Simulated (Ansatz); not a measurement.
Crystal: FeO (Wuestite).

```
Fe O
1.0
     0.00000    2.15540    2.15540
     2.15540    0.00000    2.15540
     2.15540    2.15540    0.00000
Fe O
1 1
Cartesian
  0.0000 0.0000 0.0000
  2.1554 2.1554 2.1554
```

Base run:

| Quantity | Value |
| --- | --- |
| Program | Ansatz 0.2.0 |
| Functional | LDA |
| Potentials or basis | all-electron LAPW, scalar-relativistic |
| Cutoff | 349 eV (chosen from the basis error) |
| Basis error allowed | 0.001 eV/atom |
| k mesh | 11 × 11 × 11 |
| Occupations | fermi-dirac, width 0.05 eV |
| Spin | collinear spin, ferromagnetic start |
| Starting moments | [3.0, 0.0] μB |

Its results: pressure -15.6 GPa; net moment 4.00 μB per cell; site moments Fe +3.59; O +0.34 μB.

Task: After a change of settings the same cell gave: pressure 5.2 GPa; net moment 4.00 μB per cell; site moments Fe +3.63; O +0.32 μB. Which change was it?
A. functional from LDA to PBEsol
B. functional from LDA to PBEsol; potentials or basis from all-electron LAPW, scalar-relativistic to all-electron PAW datasets made for the crystal
C. functional from LDA to PBEsol; potentials or basis from all-electron LAPW, scalar-relativistic to all-electron LAPW, inner shells corrected to Dirac's equation
D. functional from LDA to RPBE

Result: D.

RPBE binds less tightly than LDA, so the same cell stands under more pressure.

Caveats: a cell with one magnetic atom can't hold antiferromagnetic order, which such compounds often take; so large a pressure means that the cell lies far from this level's equilibrium, or that cutoff or potentials fall short (some runs).

The runs don't all hold the same shells in valence.

Runs at the PBE level aren't shown here.
